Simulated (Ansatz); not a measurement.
## HfB2: band structure with PBE

HfB2:

```
Hf B
1.0
     3.14000    0.00000    0.00000
    -1.57000    2.71932    0.00000
     0.00000    0.00000    3.48000
Hf B
1 2
Direct
  0.00000 0.00000 0.00000
  0.66667 0.33333 0.50000
  0.33333 0.66667 0.50000
```

| Item | Value |
| --- | --- |
| Program | Ansatz 0.2.0 |
| Task | band structure |
| Functional | PBE |
| Potentials or basis | Ansatz PAW |
| Cutoff | 420 eV (not typed: the program's choice for these potentials) |
| k mesh | 10 × 10 × 8 |
| Occupations | fermi-dirac, width 0.05 eV |
| Spin | no spin polarisation |
| Path | [["G", "M", "K", "G", "A", "L", "H", "A"], ["L", "M"], ["K", "H"]] |
| Points for each segment of the path | 14 |

| Item | Value |
| --- | --- |
| Pressure | 1.4 GPa |
| Band gap on the k mesh | none (metal or under the smearing width) |

Stress tensor (GPa, compression positive):
```
1.22 0.00 0.00
0.00 1.22 0.00
0.00 0.00 1.71
```

Levels at the corners of the path, in eV from the Fermi level:
```csv
point,band 12,band 13,band 14,band 15,band 16,band 17,band 18,band 19,band 20,band 21
Γ,-11.54,-2.92,-2.82,-2.82,-2.65,4.10,4.10,4.72,4.72,5.11
M,-9.68,-8.89,-4.04,-3.30,-2.78,2.25,2.80,5.65,5.78,6.40
K,-8.16,-8.16,-7.64,-2.49,-2.49,1.83,1.83,3.54,9.47,9.47
Γ,-11.54,-2.92,-2.82,-2.82,-2.65,4.10,4.10,4.72,4.72,5.11
A,-11.20,-8.27,-1.06,-1.06,0.40,0.40,1.07,1.07,2.31,5.22
L,-10.25,-7.37,-4.88,-4.62,-2.59,4.13,4.24,6.31,7.26,7.42
H,-9.01,-9.01,-5.40,-3.08,-3.08,4.55,5.51,7.00,7.00,7.42
A,-11.20,-8.27,-1.06,-1.06,0.40,0.40,1.07,1.07,2.31,5.22
L,-10.25,-7.37,-4.88,-4.62,-2.59,4.13,4.24,6.31,7.26,7.42
M,-9.68,-8.89,-4.04,-3.30,-2.78,2.25,2.80,5.65,5.78,6.40
K,-8.16,-8.16,-7.64,-2.49,-2.49,1.83,1.83,3.54,9.47,9.47
H,-9.01,-9.01,-5.40,-3.08,-3.08,4.55,5.51,7.00,7.00,7.42
```

It took 1.1 s on 2 threads of Intel(R) Xeon(R) 6975P-C (Granite Rapids), on a shared host, peak memory 0.4 GiB.

Caveat: spin-orbit coupling is left out, which moves the levels of the heavy elements.
